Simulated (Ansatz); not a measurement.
# TaN: LAPW beside PAW

Does the method matter for TaN? The same cell, functional and mesh are run with LAPW, all electrons, frozen-core PAW and datasets made for this crystal.

Method: DFT PBEsol, scalar-relativistic, in Ansatz 0.2.0.

### 1 The system as given

It takes space group Fm-3m (No. 225, cubic). Conventional cell: a = 4.358 Å, b = 4.358 Å, c = 4.358 Å, α = 90.00°, β = 90.00°, γ = 90.00°. Ta (site symmetry m-3m) is surrounded by 6 N at 2.18 Å. Around N (site symmetry m-3m) lie 6 Ta at 2.18 Å.

Coordinates:

```
CELL_PARAMETERS angstrom
0.00000 2.17900 2.17900
2.17900 0.00000 2.17900
2.17900 2.17900 0.00000
ATOMIC_POSITIONS crystal
Ta 0.50000 0.50000 0.50000
N 0.00000 0.00000 0.00000
```

The structure is an experimental refinement, used without relaxation.

Atoms are numbered in the order of the input: Ta1, N2.

### 2 LAPW, all electrons

input.yaml

```yaml
crystal:
  lattice:
    - [0.0, 2.179, 2.179]
    - [2.179, 0.0, 2.179]
    - [2.179, 2.179, 0.0]
  atoms:
    - { symbol: Ta, position: [0.5, 0.5, 0.5] }
    - { symbol: "N", position: [0.0, 0.0, 0.0] }
kpoints:
  mp_grid: { grid: [9, 9, 9] }
  band_path:
    path:
      - [0.0, 0.0, 0.0]
      - [0.5, 0.0, 0.5]
      - [0.625, 0.25, 0.625]
      - [0.375, 0.375, 0.75]
      - [0.0, 0.0, 0.0]
      - [0.5, 0.5, 0.5]
      - [0.5, 0.25, 0.75]
      - [0.5, 0.0, 0.5]
    npoints: 14
scf:
  occupations: { method: fermi_dirac, width: 0.02 }
hamiltonian:
  xc: pbesol
  pseudopotentials: { kind: all_electron, lapw: { basis_error: 0.0005 } }
output:
  forces: true
  stress: true
  eigenvalues: true
  populations: true
  dos: { projected: true, de: 0.2, e_range: [-14, 8] }
```

The run is started by

```
ansatz run input.yaml --threads 1 --pin off --max-ram 3072MiB --backend cpu --events-out ev --progress --plain --runs-dir out
```

What it wrote, cut to the lines that bear on the results:

```text
Ta: projections on atomic orbitals take those of the free atom 1s2 2s2 2p6 3s2 3p6 3d10 4s2 4p6 4d10 4f14 5s2 5p6 5d3 6s2, of charge +0.00 (hamiltonian.pseudopotentials.projection_atoms)
N: projections on atomic orbitals take those of the free atom 1s2 2s2 2p3, of charge +0.00 (hamiltonian.pseudopotentials.projection_atoms)
LAPW: plane waves up to 10.203 Å⁻¹, error target 5.0e-4 eV per atom; small_component_spin mean_spin; N in spheres of 0.923 Å, 7 of its electrons in bands, Dirac shells []; Ta in spheres of 1.256 Å, 43 of its electrons in bands, Dirac shells []
[...]
Pseudopotentials: kind: all_electron
Pseudopotential: Ta, LAPW, valence charge 43, Koelling and Harmon's equation, gaussian nucleus
Pseudopotential: N, LAPW, valence charge 7, Koelling and Harmon's equation, gaussian nucleus
Functional definition: PBEsol
[...]
Crystal: 2 atoms, lattice volume = 20.692 Å³
Basis set: ecut = 396.58928008462743 eV, 339 PW (Γ), exchange–correlation at level 2
Bands: 30, of which v1, the nominal top of the filled ones, is band 25 counted from 1 (24 counted from 0)
Symmetry: 48 space group operations
Space group: Fm-3m (ITA 225), of the structure as read, at distance tolerance 2.7e-5 Å
k-points: 35 of 729
[...]
SCF iter   1: F=—  HF=-425931.743608 eV  |F-HF|=—  |Δ(HF+E_count)|=         —  Δρ=1.25e-1  dr2=3.89e0  ethr=7.77e-3  ⟨swp⟩=2.0  Hψ=6677  notcnv=0
[...]
the basis was enlarged: its passes take 577.9 KiB over the memory plan, 1 of 1 planned eigensolver slots
[...]
SCF iter   8: F=-425930.064418 eV  HF=-425930.064418 eV  |F-HF|=9.31e-10  |Δ(HF+E_count)|=   1.06e-7  Δρ=1.81e-6  dr2=3.09e-10  ethr=7.63e-11  ⟨swp⟩=2.5  Hψ=3186  notcnv=0
[...]
NSCF: frozen V_eff on 99 k-points
SCF converged after 8 iterations
Free energy (F): -425930.064418 eV
[...]
E sigma→0 (E₀):  -425930.063883 eV
Entropy (-TS):   -0.001069 eV (-0.535 meV/atom)
Fermi energy:    27.493612 eV
[...]
--- Forces (eV/Å), atoms counted from 1 ---
  atom   1  Ta    -0.00000000     0.00000000    -0.00000000
  atom   2  N      0.00000000     0.00000000    -0.00000000
[...]
--- Stress (GPa, compression-positive) ---
        4.304704       0.000000      -0.000000
        0.000000       4.304704       0.000000
       -0.000000       0.000000       4.304704
  P = ⅓ Tr σ = 4.3047 GPa (43.047 kbar)
--- Band table (eV; the first three rows and the last of 35) ---
[...]
--- Löwdin populations: 2 sites ---
  site symbol       q [e]
     0     Ta     72.2506
     1      N      7.6753
  spilling = 0.000926 (of n_electrons = 80.000000)
```

Wall time 19 s (1 thread of Arm Neoverse V2, shared host); peak memory 0.34 GiB.

In short: pressure 4.30 GPa; no gap.

At the corners of the path (eV, zero at the Fermi level):

```
point  band 22  band 23  band 24  band 25  band 26  band 27  band 28
    Γ    -3.75    -3.75    -3.75    -2.10    -2.10    -2.10     0.14
    X    -6.58    -5.57    -4.56    -4.56     2.29     3.83     3.83
    U    -7.74    -6.78    -6.19    -2.20     2.68     2.78     4.94
    K    -7.74    -6.78    -6.19    -2.20     2.68     2.78     4.94
    Γ    -3.75    -3.75    -3.75    -2.10    -2.10    -2.10     0.14
    L   -10.51    -7.68    -7.68     2.10     2.10     2.19     3.96
    W    -7.52    -6.78    -6.78    -0.09    -0.09     3.85     4.42
    X    -6.58    -5.57    -4.56    -4.56     2.29     3.83     3.83
```

States per cell, counted by energy window (eV from the Fermi level, on a grid of 0.20 eV):

```
from  to  total  Ta 5d  N 2p
 -10  -9   0.41   0.14  0.21
  -9  -8   0.89   0.26  0.50
  -8  -7   1.19   0.39  0.72
  -7  -6   2.49   0.87  1.52
  -6  -5   0.82   0.27  0.53
  -5  -4   0.19   0.04  0.14
  -4  -3   0.19   0.10  0.08
  -3  -2   0.36   0.25  0.10
  -2  -1   0.56   0.42  0.12
  -1   0   0.78   0.59  0.15
   0   1   0.68   0.54  0.10
   1   2   1.37   1.12  0.19
   2   3   1.82   1.48  0.23
   3   4   1.34   1.04  0.15
   4   5   1.15   0.60  0.17
```

### 3 Frozen-core PAW

input.yaml, as its differences from that of step 2:

```diff
@@ -25,3 +25,3 @@
   xc: pbesol
-  pseudopotentials: { kind: all_electron, lapw: { basis_error: 0.0005 } }
+  pseudopotentials: { kind: paw }
 output:
@@ -30,3 +30,9 @@
   eigenvalues: true
+  efg: { contact_densities: true }
   populations: true
+  bader: true
   dos: { projected: true, de: 0.2, e_range: [-14, 8] }
+  write_density: true
+  write_potential: true
+  elf: true
+  volumetric_format: npy
```

The run is started by

```
ansatz run input.yaml --threads 1 --pin off --max-ram 3072MiB --backend cpu --events-out ev --progress --plain --runs-dir out
```

What it wrote:

```text
Ta: output.efg is read without spin–orbit coupling, which moves field gradients at and beside such atoms by some per cent and up to a factor of two; PAW files take it under magnetization.noncollinear and magnetization.spin_orbit
Engine: ansatz 0.2.0
Pseudopotentials: kind: paw
Pseudopotential: Ta, paw, valence charge 13, recommended cutoff 420 eV (normal)
Pseudopotential: N, paw, valence charge 5, recommended cutoff 420 eV (normal)
[... 1 set-up line as earlier in the session ...]
  exchange = pbesol_x
  correlation = pbesol_c
Crystal: 2 atoms, lattice volume = 20.692 Å³
Basis set: ecut = 420 eV, 411 PW (Γ), exchange–correlation on 48×48×48 points (8 copies of the dense FFT grid, shifted against one another)
Bands: 13, of which v1, the nominal top of the filled ones, is band 9 counted from 1 (8 counted from 0)
[... 2 set-up lines as earlier in the session ...]
k-points: 35 of 729
Non-local potential: Ta, projectors of the file, l = 0: 3, l = 1: 2, l = 2: 2, l = 3: 1
Non-local potential: N, projectors of the file, l = 0: 2, l = 1: 2, l = 2: 1
PAW form: soft (Blöchl's): semilocal exchange-correlation on the pseudo side does not see the compensation charge
PAW frozen core: Ta, regenerated for the run's functional, and the local potential with it (the file was generated under x = pbe(κ = 0.804, μ = 0.2195149727645171), c = pbe(β = 0.06672455060314922))
PAW frozen core: N, regenerated for the run's functional, and the local potential with it (the file was generated under x = pbe(κ = 0.804, μ = 0.2195149727645171), c = pbe(β = 0.06672455060314922))
PAW one-centre angular grid: Ta, 590 points (default); XC on 64 Gauss nodes
PAW one-centre angular grid: N, 110 points (default); XC on 64 Gauss nodes
Initial density: superposition of atomic densities (neutral atoms: chi_scale 0, normalization atom), corrected by the library's trained network
Initial wavefunctions: pseudopotential atomic-orbital guess
Functional: x = pbesol(κ = 0.804, μ = 0.12345679012345678), c = pbesol(β = 0.046)
SCF iter   1: F=—  HF=-10187.069126 eV  |F-HF|=—  |Δ(HF+E_count)|=         —  Δρ=1.45e-2  dr2=4.42e-2  ethr=1.77e-3  ⟨swp⟩=6.1  Hψ=5205  notcnv=0
automatic band count: the SCF goes on with 17 bands, as 13 were too few: the levels above may hold too much charge
preconditioner: auto → none  [insulator: Δε(μ)=0.100 eV  Ē_g=15.810 eV  σ=0.020 eV  W_gap=0.66  n_scr=8 (ndim 8)  ℏωp=25.8 eV  f_vac=0.000  D(μ)=0.79/eV (n_scr^D=8)  ε∞_Penn≈3.7]
SCF iter   2: F=—  HF=-10187.060127 eV  |F-HF|=—  |Δ(HF+E_count)|=   9.00e-3  Δρ=5.74e-3  dr2=7.85e-3  ethr=2.46e-4  ⟨swp⟩=2.0  Hψ=988  notcnv=0  defer=61
SCF iter   3: F=—  HF=-10187.058292 eV  |F-HF|=—  |Δ(HF+E_count)|=   1.83e-3  Δρ=6.39e-4  dr2=6.12e-5  ethr=4.36e-5  ⟨swp⟩=2.5  Hψ=819  notcnv=0  defer=91
SCF iter   4: F=—  HF=-10187.058272 eV  |F-HF|=—  |Δ(HF+E_count)|=   1.99e-5  Δρ=7.43e-5  dr2=1.04e-6  ethr=3.40e-7  ⟨swp⟩=1.7  Hψ=560  notcnv=0  defer=91
iter 5 did not close the SCF: its close was put off for the readings that it lacked (scf_convergence_deferred on its scf_iter line)
SCF iter   5: F=-10187.058272 eV  HF=-10187.058272 eV  |F-HF|=4.33e-10  |Δ(HF+E_count)|=   1.42e-7  Δρ=7.68e-6  dr2=3.84e-9  ethr=5.77e-9  ⟨swp⟩=2.6  Hψ=742  notcnv=0  defer=91
SCF iter   6: F=-10187.058272 eV  HF=-10187.058272 eV  |F-HF|=6.00e-11  |Δ(HF+E_count)|=   1.17e-9  Δρ=6.80e-7  dr2=7.23e-11  ethr=2.14e-11  ⟨swp⟩=8.5  Hψ=3306  notcnv=0
SCF 1 converged in 6 iterations: F = -10187.058272 eV  dr2 = 7.23e-11
NSCF: frozen V_eff on 99 k-points
SCF converged after 6 iterations
Free energy (F): -10187.058272 eV
Harris-Foulkes:  -10187.058272 eV  (|F-HF|=6.00e-11)
Internal energy: -10187.057210 eV  (E = F + TS)
E sigma→0 (E₀):  -10187.057741 eV
Entropy (-TS):   -0.001062 eV (-0.531 meV/atom)
Fermi energy:    22.070187 eV
--- Per-component energies (eV) ---
  E_band       = -36.231791
  E_kinetic    = 502.554370
  E_local      = -566.201643  (includes V_loc(G=0)·N_el)
  E_nonlocal   = 63.146364
  E_hartree    = 191.187274
  E_xc         = -278.716586
  E_vxc        = -282.759087  (∫ρ·V_xc dr)
  E_paw        = -8395.748422  (= ΣΔE_a)
  E_vpaw       = -135.346664  (= ΣTr[D̂ρ^β])
  E_aug_tail   = 0.000235  (compensation charges beyond the density's cutoff)
  E_ewald      = -1703.520548
  E_core_change = 0.241745  (= ΣΔE_core)
  E_smearing   = -0.001062  (= −TS)
  E_closure    = 0.000000  (closes the sum)
  Σ components = -10187.058272   (vs F -10187.058272, Δ=0.00e0)
--- Forces (eV/Å), atoms counted from 1 ---
  atom   1  Ta     0.00000000    -0.00000000    -0.00000000
  atom   2  N     -0.00000000     0.00000000     0.00000000
  max |Σ_I F_I| component: 3.05e-29 eV/Å
--- Stress (GPa, compression-positive) ---
        4.338696       0.000000      -0.000000
        0.000000       4.338696      -0.000000
       -0.000000      -0.000000       4.338696
  P = ⅓ Tr σ = 4.3387 GPa (43.387 kbar)
--- PAW observables at the nuclei: V_zz in 10²¹ V/m², potentials from the cell's mean, atoms counted from 1 ---
  atom   1  Ta V_zz =    -0.000000   η = 0.0000   by run symmetry: forbidden
            electrostatic potential = -14502.463160 V   contact ρ = 8144101.961609 e/Å³
  atom   2  N  V_zz =    -0.000000   η = 0.0000   by run symmetry: forbidden
            electrostatic potential = -530.526374 V   contact ρ = 1403.564205 e/Å³
--- Band table (eV; the first three rows and the last of 35) ---
  k-point 0: bands = ["-47.1924", "-13.4326", "-13.4326", "-13.4326", "3.1642", "18.3010", "18.3010", "18.3010", "19.9758", "19.9758", "19.9758", "22.2201", "22.2201", "23.9350", "31.3134", "46.8083", "46.8083"]
  k-point 1: bands = ["-47.1848", "-13.5535", "-13.4433", "-13.4433", "3.4755", "16.9692", "17.3784", "17.3784", "20.4239", "20.4239", "20.4986", "23.3730", "23.3730", "24.7727", "32.2353", "43.4254", "44.7435"]
  k-point 2: bands = ["-47.1655", "-13.8481", "-13.4701", "-13.4701", "4.3047", "14.8782", "16.0194", "16.0194", "21.1631", "21.4375", "21.4375", "25.6279", "25.6279", "26.4061", "34.2272", "40.0127", "41.0279"]
  k-point 34: bands = ["-47.1072", "-14.0659", "-13.9463", "-13.7445", "5.1845", "14.3174", "15.3041", "15.3141", "21.3635", "22.6799", "25.7852", "26.3157", "27.4209", "32.2158", "33.5096", "34.8705", "37.8002"]
--- Löwdin populations: 2 sites ---
  site symbol       q [e]
     0     Ta     12.2396
     1      N      5.6820
  spilling = 0.004359 (of n_electrons = 18.000000)
--- Bader charges: 2 sites ---
  site symbol  charge [e]  shift [e]
     0     Ta      1.8435     0.0004
     1      N     -1.8435     0.0004
  estimated error of the sums over rays = 4.8e-4 e
```

Run time: 16 s. Hardware: 1 thread of Arm Neoverse V2, shared host; peak memory 0.35 GiB.

In short: pressure 4.34 GPa; no gap.

| atom | Bader charge (e) | basin volume (Å³) |
| --- | --- | --- |
| Ta1 | +1.84 | 10.89 |
| N2 | -1.84 | 9.80 |

The fields are shown in the conventional cell of this run's space group, carried over from its grid by interpolation.

Density in a lattice plane of the grid's cell (edges 4.36 and 4.36 Å, at 0.000 of the third edge), which holds Ta and N.

Ten even steps from '0' (0.26 e/Å³) to '9' (4.39 e/Å³):
```
775310014799899741001357
553210012589998521001235
221100001245654210000112
110000000012221000000001
000000000000000000000000
221000000001110000000012
654210000112221100001245
998521001235553210012589
899741001357775310014799
689842012468786421024898
899741001357775310014799
998521001235553210012589
654210000112221100001245
221000000001110000000012
000000000000000000000000
110000000012221000000001
221100001245654210000112
553210012589998521001235
775310014799899741001357
786421024898689842012468
```
Columns run along the first of these edges and rows up along the second, over one cell in 24 and 20 even steps from the bottom left corner. Atoms in the plane (fractional): Ta at (0.00, 0.50), Ta at (0.50, 0.00), N at (0.00, 0.00), N at (0.50, 0.50).

ELF in the same plane.

Values, 12 rows by 12 columns:
```
0.54 0.74 0.69 0.21 0.49 0.70 0.47 0.69 0.49 0.22 0.69 0.74
0.74 0.69 0.48 0.21 0.24 0.49 0.54 0.49 0.24 0.21 0.48 0.69
0.23 0.21 0.21 0.21 0.21 0.21 0.23 0.22 0.21 0.21 0.21 0.22
0.54 0.49 0.24 0.21 0.48 0.69 0.74 0.69 0.48 0.21 0.24 0.49
0.47 0.70 0.49 0.21 0.69 0.74 0.54 0.74 0.69 0.22 0.49 0.69
0.00 0.47 0.54 0.23 0.74 0.54 0.01 0.54 0.74 0.23 0.54 0.47
0.47 0.69 0.49 0.22 0.69 0.74 0.54 0.74 0.69 0.21 0.49 0.70
0.54 0.49 0.24 0.21 0.48 0.69 0.74 0.69 0.48 0.21 0.24 0.49
0.23 0.22 0.21 0.21 0.21 0.22 0.23 0.21 0.21 0.21 0.21 0.21
0.74 0.69 0.48 0.21 0.24 0.49 0.54 0.49 0.24 0.21 0.48 0.69
0.54 0.74 0.69 0.22 0.49 0.69 0.47 0.70 0.49 0.21 0.69 0.74
0.01 0.54 0.74 0.23 0.54 0.47 0.00 0.47 0.54 0.23 0.74 0.54
```
Columns run along the first of these edges and rows up along the second, over one cell in 12 and 12 even steps from the bottom left corner. Atoms in the plane (fractional): Ta at (0.00, 0.50), Ta at (0.50, 0.00), N at (0.00, 0.00), N at (0.50, 0.50).

Both are smooth fields of the valence electrons: close to the nuclei they are not physical.

Maxima of ELF outside the ion cores: 0.80 in the shell around N, 0.6 Å from N.

### 4 Datasets made for this crystal

input.yaml, as its differences from that of step 3:

```diff
@@ -20,3 +20,3 @@
       - [0.5, 0.0, 0.5]
-    npoints: 14
+    npoints: 8
 scf:
@@ -25,3 +25,3 @@
   xc: pbesol
-  pseudopotentials: { kind: paw }
+  pseudopotentials: { kind: all_electron, datasets: crystal }
 output:
@@ -31,8 +31 @@
   efg: { contact_densities: true }
-  populations: true
-  bader: true
-  dos: { projected: true, de: 0.2, e_range: [-14, 8] }
-  write_density: true
-  write_potential: true
-  elf: true
-  volumetric_format: npy
```

The run is started by

```
ansatz run input.yaml --threads 1 --pin off --max-ram 3072MiB --backend cpu --events-out ev --progress --plain --runs-dir out
```

What it wrote, cut to the lines that bear on the results:

```text
[...]
band count auto-derived: 22 (N_el = 32.0; filled up to band 16; 20 by the electrons, moments and atoms)
Ta: output.efg is read without spin–orbit coupling, which moves field gradients at and beside such atoms by some per cent and up to a factor of two; PAW files take it under magnetization.noncollinear and magnetization.spin_orbit
[...]
[... 1 set-up line as earlier in the session ...]
Pseudopotential: Ta, paw, valence charge 27, recommended cutoff 480 eV (normal), Koelling and Harmon's equation, gaussian nucleus
Pseudopotential: N, paw, valence charge 5, recommended cutoff 480 eV (normal), Koelling and Harmon's equation, gaussian nucleus
[... 1 set-up line as earlier in the session ...]
[...]
Crystal: 2 atoms, lattice volume = 20.692 Å³
Basis set: ecut = 480 eV, 531 PW (Γ), exchange–correlation on 48×48×48 points (8 copies of the dense FFT grid, shifted against one another)
[...]
  atom   2  N     -0.00000000     0.00000000     0.00000000
[...]
--- Stress (GPa, compression-positive) ---
        4.304717       0.000000       0.000000
        0.000000       4.304717       0.000000
        0.000000       0.000000       4.304717
  P = ⅓ Tr σ = 4.3047 GPa (43.047 kbar)
--- PAW observables at the nuclei: V_zz in 10²¹ V/m², potentials from the cell's mean, atoms counted from 1 ---
  atom   1  Ta V_zz =    +0.000000   η = 0.0000   by run symmetry: forbidden
            electrostatic potential = -14499.477820 V   contact ρ = 8140120.925369 e/Å³
  atom   2  N  V_zz =    -0.000000   η = 0.0000   by run symmetry: forbidden
            electrostatic potential = -529.738262 V   contact ρ = 1403.818381 e/Å³
--- Band table (eV; the first three rows and the last of 35) ---
  k-point 0: bands = ["-41.7827", "-8.0229", "-8.0229", "-8.0229", "6.4500", "6.4500", "6.4500", "6.4927", "6.5307", "6.5307", "6.5307", "8.5882", "23.7401", "23.7401", "23.7401", "25.3982", "25.3982", "25.3982", "27.6374", "27.6374", "29.3635"]
[...]
```

Wall time 13 s (1 thread of Arm Neoverse V2, shared host); peak memory 0.46 GiB.

This run gives: pressure 4.30 GPa; no gap.

```
atom  contact density (e/Å³)
 Ta1                 8140121
  N2                1403.818
```

### 5 Comparison

| method | pressure (GPa) | SCF cycles, all passes |
| --- | --- | --- |
| LAPW | 4.30 | 8 |
| PAW | 4.34 | 6 |
| crystal datasets | 4.30 | 9 |

### 6 Results

| quantity | value |
| --- | --- |
| pressure | LAPW 4.30, PAW 4.34, crystal datasets 4.30 GPa |
| gap (LAPW) | none |
| Bader charges (PAW) | Ta1 +1.84, N2 -1.84 e |
| highest ELF (PAW) | 0.80, 0.59 Å from N |

**Reading.** At this geometry the cell is under compression of 4.3 GPa, so it would expand if let go. There is no gap at this level; the crystal is a metal here. Within 0.3 eV of the Fermi level the largest projected share is Ta 5d (80 %). The projection holds only the free atom's occupied shells (Ta 6s, Ta 5d, N 2s, N 2p in this range). In pressure, PAW differs from LAPW by +0.03 GPa. Spin-orbit coupling is left out, though the cell holds Ta; in elements this heavy it can shift bands and gaps by tenths of an eV.
